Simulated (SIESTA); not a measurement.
Set up this calculation in SIESTA 5.4.2, as the native input.

- Task: single point
- Functional: PBE
- Potentials or basis: PseudoDojo 0.4 standard (PBE files)
- Basis: DZP (energy shift 0.003 Ry; two zetas on semicore shells)
- Grid cutoff: 800 Ry
- Energy shift: 0.003 Ry
- k mesh: 5 × 5 × 6
- Occupations: fermi-dirac, width 0.05 eV
- Spin: no spin polarisation

Crystal: PbO.

```
Pb O
1.0
     5.87600    0.00000    0.00000
     0.00000    5.47600    0.00000
     0.00000    0.00000    4.74300
Pb O
4 4
Direct
  0.76900 0.51400 0.25000
  0.23100 0.48600 0.75000
  0.76900 0.98600 0.75000
  0.23100 0.01400 0.25000
  0.13200 0.58200 0.25000
  0.86800 0.41800 0.75000
  0.13200 0.91800 0.75000
  0.86800 0.08200 0.25000
```

One way to write it, as run:

PbO.fdf

```
SystemName                      PbO
SystemLabel                     PbO
NumberOfSpecies                 2
NumberOfAtoms                   8
%block ChemicalSpeciesLabel
  1  82 Pb
  2   8 O
%endblock ChemicalSpeciesLabel

LatticeConstant                 1.0 Ang
%block LatticeVectors
     5.8760000000     0.0000000000     0.0000000000
     0.0000000000     5.4760000000     0.0000000000
     0.0000000000     0.0000000000     4.7430000000
%endblock LatticeVectors
AtomicCoordinatesFormat         Fractional
%block AtomicCoordinatesAndAtomicSpecies
     0.7690000000     0.5140000000     0.2500000000  1  Pb
     0.2310000000     0.4860000000     0.7500000000  1  Pb
     0.7690000000     0.9860000000     0.7500000000  1  Pb
     0.2310000000     0.0140000000     0.2500000000  1  Pb
     0.1320000000     0.5820000000     0.2500000000  2  O
     0.8680000000     0.4180000000     0.7500000000  2  O
     0.1320000000     0.9180000000     0.7500000000  2  O
     0.8680000000     0.0820000000     0.2500000000  2  O
%endblock AtomicCoordinatesAndAtomicSpecies

%block kgrid.MonkhorstPack
    5   0   0  0.0
    0   5   0  0.0
    0   0   6  0.0
%endblock kgrid.MonkhorstPack
XC.Functional                   GGA
XC.Authors                      PBE
PAO.BasisSize                   DZP
PAO.EnergyShift                 0.003 Ry
Mesh.Cutoff                     800 Ry
OccupationFunction              FD
ElectronicTemperature           0.05 eV
MaxSCFIterations                120
SCF.MustConverge                false
SCF.Mixer.Method                Pulay
SCF.Mixer.Weight                0.25
SCF.Mixer.History               8
SCF.DM.Tolerance                5.0e-05
SCF.H.Tolerance                 1.0e-03 eV
WriteForces                     true
Charge.Mulliken                 end
Charge.Hirshfeld                end
Charge.Voronoi                  end
SaveRho                         true
SaveElectrostaticPotential      true
%block PAO.Basis
  Pb 4
  n=6 0 2
    6.167 0.000
  n=6 1 2
    8.915 0.000
  n=5 2 2
    4.155 0.000
  n=6 2 1
    8.915
%endblock PAO.Basis
```

Potentials or basis: PseudoDojo 0.4 standard (PBE files), DZP (energy shift 0.003 Ry; two zetas on semicore shells).

Command:

```console
$ siesta PbO.fdf > PbO.out 2>&1
```

Results of the run:

| Quantity | Value |
| --- | --- |
| Pressure | 4.8 GPa |
| Largest force | 1.263 eV/Å |
| Band gap on the k mesh | 1.91 eV, indirect (least direct gap 2.09 eV) |
| Hirshfeld charges | Pb +0.35; O -0.35 e |
| Voronoi charges | Pb +0.38; O -0.38 e |

Caveat: Mulliken charges of long-ranged orbitals can have an unphysical sign; spin-orbit coupling is left out, which as a rule narrows the gap of such compounds by several tenths of an eV; an odd mesh through Γ misses points on the zone boundary, where band edges often lie; the cell's inner coordinates are idealised or old, which leaves forces on the atoms; the basis of atomic orbitals isn't converged, which shifts pressures, moduli and gaps.

It took 3.7 min on 1 thread of Arm Neoverse V2 (shared host), peak memory 0.83 GiB.
